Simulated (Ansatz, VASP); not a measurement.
**Two plane-wave programs on C**

File POSCAR:

```
C
1.0
    0.0000000000      1.7267204183      1.7267204183
    1.7267204183      0.0000000000      1.7267204183
    1.7267204183      1.7267204183      0.0000000000
C
2
Direct
    0.0000000000      0.0000000000      0.0000000000
    0.2500000000      0.2500000000      0.2500000000
```

Contents of INCAR.step1:

```
PREC     = Accurate       # precision mode
ENCUT    = 520            # plane-wave cutoff, eV
ISMEAR   = 0              # smearing method
SIGMA    = 0.01           # smearing width, eV
LREAL    = F              # projectors in reciprocal space
LASPH    = T              # aspherical terms in the spheres
NELM     = 60             # most SCF steps
NBANDS   = 11             # bands
GGA      = PE             # functional
ALGO     = Normal         # electronic algorithm
EDIFF    = 1E-4           # SCF threshold, eV
LWAVE    = T              # write WAVECAR
LCHARG   = F              # write CHGCAR
```

Contents of INCAR.step2:

```
PREC     = Accurate       # precision mode
ENCUT    = 520            # plane-wave cutoff, eV
EDIFF    = 1E-7           # SCF threshold, eV
ISMEAR   = 0              # smearing method
SIGMA    = 0.01           # smearing width, eV
LREAL    = F              # projectors in reciprocal space
LASPH    = T              # aspherical terms in the spheres
NELM     = 60             # most SCF steps
ALGO     = Normal         # electronic algorithm
ISIF     = 2              # what is computed and relaxed
LWAVE    = F              # write WAVECAR
LCHARG   = F              # write CHGCAR
METAGGA  = R2SCAN         # meta-GGA
LMIXTAU  = T            
NBANDS   = 11             # bands
ISTART   = 1
```

The input KPOINTS:

```
regular mesh
0
Gamma
  12 12 12
```

Input for Ansatz:

```yaml
crystal:
  lattice:
    - [0.0, 1.7267204183, 1.7267204183]
    - [1.7267204183, 0.0, 1.7267204183]
    - [1.7267204183, 1.7267204183, 0.0]
  atoms:
    - { symbol: C, position: [0.0, 0.0, 0.0] }
    - { symbol: C, position: [0.25, 0.25, 0.25] }
kpoints:
  mp_grid: { grid: [12, 12, 12] }
  band_path:
    path:
      - [0.0, 0.0, 0.0]
      - [0.5, 0.0, 0.5]
      - [0.625, 0.25, 0.625]
      - [0.375, 0.375, 0.75]
      - [0.5, 0.5, 0.5]
      - [0.5, 0.25, 0.75]
      - [0.0, 0.367188, 0.367187]
    npoints: 1
hamiltonian:
  xc: r2scan
scf:
  occupations: { method: fixed }
  n_extra_bands: 4
output:
  forces: true
  stress: true
  eigenvalues: true
```

Change from the starting cell: hydrostatic strain -3.0%.

Alike in both runs: task single point; functional r2SCAN; k mesh 12 × 12 × 12; no spin polarisation.

|  | VASP | Ansatz |
| --- | --- | --- |
| version | VASP 6.6.1 | Ansatz 0.2.0 |
| potentials or method | VASP PAW PBE potentials, release 64 (C) | plane waves, PAW |
| plane-wave cutoff (eV) | 520 | 500 |
| occupations | gaussian, width 0.01 eV | fixed |
| valence electrons in the cell | 8 | 8 |

```tsv
	VASP	Ansatz	Ansatz less VASP
gap on the k mesh at the Fermi level (eV)	4.58	4.61	+0.035
pressure (GPa)	50.2	48.6	-1.55
```

Caveats: so large a pressure means that the cell lies far from this level's equilibrium, or that cutoff or potentials fall short (VASP); the potentials were made for another functional, which shifts forces and pressure (VASP).
